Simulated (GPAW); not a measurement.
Runs of GPAW 26.7.0 on As. It takes space group P6/mmm (No. 191, hexagonal). The conventional cell has a = 4.566 Å, b = 4.566 Å, c = 2.834 Å, α = 90.00°, β = 90.00°, γ = 120.00°. Around As (site symmetry -6m2) lie 5 As at 2.64 to 2.83 Å. The cell was built by a generator and needn't be a form met in nature.

```csv
level,gap on the mesh (eV),pressure (GPa),relaxed volume (Å³/atom)
revPBE+D3,none,0.0,(b)
revPBE+D3(op),none,0.0,(a)
revPBE+D3(BJ),none,0.0,23.84
revPBE,none,0.0,25.82
revPBE+D4,none,0.0,23.95
revPBE+D3(BJ)+ATM,none,0.0,23.93
```

Alike in all rows: task relaxation of cell and atoms; potentials or basis the program's PAW data sets (release 1.2.1) made for this functional, pw; no spin polarisation; cell relaxed; k mesh 6 × 6 × 8; cutoff (eV) 600; smearing fermi-dirac 0.05 eV.

**Question.** Fill in the values left out.

**Answer.** (a) 24.10; (b) 24.83.

Caveats: later steps reuse the first step's grids; pairwise dispersion overbinds metals, which lowers pressure and volume (some runs).

A k mesh can miss the band edges, and the runs leave out spin-orbit coupling on As.

A gap of «none» marks a metal or a gap under the smearing width.
